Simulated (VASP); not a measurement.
A run of VASP 6.6.1:

INCAR

```
ALGO = Normal ; DIPOL = 0.5 0.5 0.500
EDIFF = 1E-6 ; ENCUT = 520
IDIPOL = 3 ; ISIF = 2
ISMEAR = 0 ; KPAR = 4
LASPH = T ; LCHARG = F
LDIPOL = T ; LMAXMIX = 4
LREAL = F ; LVACPOTAV = T
LVHAR = T ; LWAVE = F
NBANDS = 49 ; NELM = 80
PREC = Accurate ; SIGMA = 0.03
```

KPOINTS

```
k-points
0
Gamma
  12 12 1
```

POSCAR

```
MoSe2                                   
1.0
    3.2791117628      0.0000000000      0.0000000000
   -1.6395558814      2.8397940908      0.0000000000
    0.0000000000      0.0000000000     34.1250000000
  Se              Mo            
     6     3
Direct
     0.3333333300000021    0.6666666699999979    0.2632741176701643
     0.3333333300000021    0.6666666699999979    0.3615856035457483
     0.6666666699999979    0.3333333300000021    0.4508823104026902
     0.6666666699999979    0.3333333300000021    0.5491176895973098
     0.3333333300000021    0.6666666699999979    0.6384143964542517
     0.3333333300000021    0.6666666699999979    0.7367258823298357
     0.6666666699999979    0.3333333300000021    0.3124328383568624
     0.3333333300000021    0.6666666699999979    0.5000000000000000
     0.6666666699999979    0.3333333300000021    0.6875671616431376
```

KPOINTS_OPT

```
explicit points
67
Reciprocal
 0.0000000000  0.0000000000  0.0000000000 1
 0.0357142900  0.0000000000  0.0000000000 1
 0.0714285700  0.0000000000  0.0000000000 1
 0.1071428600  0.0000000000  0.0000000000 1
 0.1428571400  0.0000000000  0.0000000000 1
 0.1785714300  0.0000000000  0.0000000000 1
 0.2142857100  0.0000000000  0.0000000000 1
 0.2500000000  0.0000000000  0.0000000000 1
 0.2857142900  0.0000000000  0.0000000000 1
 0.3214285700  0.0000000000  0.0000000000 1
 0.3571428600  0.0000000000  0.0000000000 1
 0.3928571400  0.0000000000  0.0000000000 1
 0.4285714300  0.0000000000  0.0000000000 1
 0.4642857100  0.0000000000  0.0000000000 1
 0.5000000000  0.0000000000  0.0000000000 1
 0.4791666700  0.0416666700  0.0000000000 1
 0.4583333300  0.0833333300  0.0000000000 1
 0.4375000000  0.1250000000  0.0000000000 1
 0.4166666700  0.1666666700  0.0000000000 1
 0.3958333300  0.2083333300  0.0000000000 1
 0.3750000000  0.2500000000  0.0000000000 1
 0.3541666700  0.2916666700  0.0000000000 1
 0.3333333300  0.3333333300  0.0000000000 1
 0.3137254900  0.3137254900  0.0000000000 1
 0.2941176500  0.2941176500  0.0000000000 1
 0.2745098000  0.2745098000  0.0000000000 1
 0.2549019600  0.2549019600  0.0000000000 1
 0.2352941200  0.2352941200  0.0000000000 1
 0.2156862700  0.2156862700  0.0000000000 1
 0.1960784300  0.1960784300  0.0000000000 1
 0.1764705900  0.1764705900  0.0000000000 1
 0.1568627500  0.1568627500  0.0000000000 1
 0.1372549000  0.1372549000  0.0000000000 1
 0.1176470600  0.1176470600  0.0000000000 1
 0.0980392200  0.0980392200  0.0000000000 1
 0.0784313700  0.0784313700  0.0000000000 1
 0.0588235300  0.0588235300  0.0000000000 1
 0.0392156900  0.0392156900  0.0000000000 1
 0.0196078400  0.0196078400  0.0000000000 1
 0.0000000000  0.0000000000  0.0000000000 1
 0.0000000000  0.0000000000  0.0000000000 1
 0.0062796200 -0.0031398100  0.0000000000 1
-0.0062796200  0.0031398100  0.0000000000 1
 0.0183155500 -0.0091577800  0.0000000000 1
-0.0183155500  0.0091577800  0.0000000000 1
-0.0000000000  0.0054383100  0.0000000000 1
 0.0000000000 -0.0054383100  0.0000000000 1
-0.0000000000  0.0158617300  0.0000000000 1
 0.0000000000 -0.0158617300  0.0000000000 1
 0.5000000000  0.0000000000  0.0000000000 1
 0.5062796200 -0.0031398100  0.0000000000 1
 0.4937203800  0.0031398100  0.0000000000 1
 0.5183155500 -0.0091577800  0.0000000000 1
 0.4816844500  0.0091577800  0.0000000000 1
 0.5000000000  0.0054383100  0.0000000000 1
 0.5000000000 -0.0054383100  0.0000000000 1
 0.5000000000  0.0158617300  0.0000000000 1
 0.5000000000 -0.0158617300  0.0000000000 1
 0.3333333300  0.3333333300  0.0000000000 1
 0.3396129500  0.3301935200  0.0000000000 1
 0.3270537100  0.3364731400  0.0000000000 1
 0.3516488800  0.3241755500  0.0000000000 1
 0.3150177800  0.3424911100  0.0000000000 1
 0.3333333300  0.3387716400  0.0000000000 1
 0.3333333300  0.3278950200  0.0000000000 1
 0.3333333300  0.3491950600  0.0000000000 1
 0.3333333300  0.3174716000  0.0000000000 1
```

Potentials or basis: VASP PAW LDA potentials, release 64 (Se, Mo_sv).

Launch:

```console
$ cat potpaw_LDA.64/Se/POTCAR potpaw_LDA.64/Mo_sv/POTCAR > POTCAR
$ mpirun -np 4 vasp_std > vasp.out
```

Hardware: 4 MPI ranks on Intel(R) Xeon(R) 6975P-C (Granite Rapids), on a shared host.

**Question.** How long does it take, and how much memory?

**Answer.** It took 2.1 min on 4 MPI ranks on Intel(R) Xeon(R) 6975P-C (Granite Rapids), on a shared host, peak memory 0.55 GiB a rank. Counts: scf iterations 61, k points 19.
